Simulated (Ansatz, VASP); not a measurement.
One calculation of HfO2, two programs

INCAR

```
SYSTEM = HfO2
PREC = Accurate
ENCUT = 520
EDIFF = 1E-6
ISMEAR = 0
SIGMA = 0.05
LREAL = .False.
LASPH = .True.
NELM = 80
ALGO = Normal
ISIF = 2
LWAVE = .False.
LCHARG = .False.
GGA = PE
NBANDS = 18
```

KPOINTS

```
Automatic mesh
0
Gamma
  8 8 8
  0 0 0
```

Contents of POSCAR:

```
HfO2
1.0
    0.0000000000      2.6125259052      2.5488057612
    2.6125259052      0.0000000000      2.5488057612
    2.6125259052      2.6125259052      0.0000000000
Hf O
1 2
Direct
    0.0000000000      0.0000000000      0.0000000000
    0.2500000000      0.2500000000      0.2500000000
    0.7500000000      0.7500000000      0.7500000000
```

Input for Ansatz:

```yaml
crystal:
  lattice:
    - [0.0, 2.6125259052, 2.5488057612]
    - [2.6125259052, 0.0, 2.5488057612]
    - [2.6125259052, 2.6125259052, 0.0]
  atoms:
    - { symbol: Hf, position: [0.0, 0.0, 0.0] }
    - { symbol: O, position: [0.25, 0.25, 0.25] }
    - { symbol: O, position: [0.75, 0.75, 0.75] }
basis:
  ecutwfc: 420
kpoints:
  mp_grid: { grid: [8, 8, 8] }
hamiltonian:
  xc: pbe
scf:
  occupations: { method: gaussian, width: 0.05 }
output:
  forces: true
  stress: true
  eigenvalues: true
```

Change from the starting cell: strain +0.025 along x and y, +0.000 along z, atoms carried along.

Alike in both runs: task single point; functional PBE; k mesh 8 × 8 × 8; occupations gaussian, width 0.05 eV; no spin polarisation.

```csv
,VASP,Ansatz
version,VASP 6.6.1,Ansatz 0.2.0
potentials or method,"VASP PAW PBE potentials, release 64 (Hf_pv, O)","scalar-relativistic, plane waves, PAW"
plane-wave cutoff (eV),520,420
valence electrons in the cell,22,38
```

|  | VASP | Ansatz | Ansatz less VASP |
| --- | --- | --- | --- |
| gap on the k mesh at the Fermi level (eV) | 3.42 | 3.43 | +0.010 |
| least direct gap on the mesh (eV) | 3.44 | 3.44 | +0.004 |
| pressure (GPa) | -14.1 | -10.9 | +3.17 |
| largest component of the traceless stress (GPa) | 7.05 | 6.94 | -0.108 |

The two sets of potentials don't hold the same shells in valence.

Caveats: spin-orbit coupling is left out, which moves the levels of the heavy elements. A k mesh can miss the band edges.
